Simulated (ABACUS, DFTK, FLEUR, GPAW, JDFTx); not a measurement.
# Fitting the PBEsol energy curve of KTaO3

```
Ta K O
1.0
     3.98830    0.00000    0.00000
     0.00000    3.98830    0.00000
     0.00000    0.00000    3.98830
Ta K O
1 1 3
Cartesian
  0.0000 0.0000 0.0000
  1.9942 1.9942 1.9942
  0.0000 0.0000 1.9942
  0.0000 1.9942 0.0000
  1.9942 0.0000 0.0000
```

The cell was scaled at fixed shape and fractions and run with JDFTx, PseudoDojo-SR-PBEsol-0.4.1-standard with smoothed tails, cutoff 1143 eV; PBEsol, k mesh 7 × 7 × 7 on the cell of 5 atoms, fermi-dirac occupations of 0.05 eV, no spin polarisation, no spin-orbit coupling. Energies are those that the program minimises, any entropy of the smearing included.

```tsv
V (Å³/atom)	energy over the lowest row (meV/atom)
11.9267	23.33
12.1805	8.09
12.4342	?
12.6880	0.00
12.9418	5.62
13.1955	16.79
13.4493	32.93
```

Q: Fit the third-order Birch-Murnaghan form, give V0, B0 and B′, and predict the energy left open.

A: With y = (V0/V)^(2/3), E = E0 + (9 V0 B0/16) [(y - 1)³ B′ + (y - 1)² (6 - 4y)]. Least squares through the rows shown give V0 = 12.5826 Å³/atom, E0 = -0.55 meV, B0 = 203.0 GPa (1 eV/Å³ = 160.218 GPa) and B′ = 4.48, with a largest miss of 0.01 meV. At V = 12.4342 the form with these constants gives 0.58 meV; the run gave 0.58 meV an atom. Other set-ups at this level, from all their volumes (Å³/atom, GPa): ABACUS, PseudoDojo NC SR 0.4.1 PBEsol standard, plane waves: V0 12.582, B0 202.9; DFTK, PseudoDojo SR PBEsol 0.4.1 standard (PBEsol): V0 12.583, B0 202.9; FLEUR, all-electron, FLAPW: V0 12.662, B0 200.9; GPAW, PAW data sets generated for this functional: V0 12.691, B0 201.7. Measured volume: 12.69 Å³/atom (arxiv:2208.05712), so the fit lies -0.8 % from it. The runs are for a static lattice.
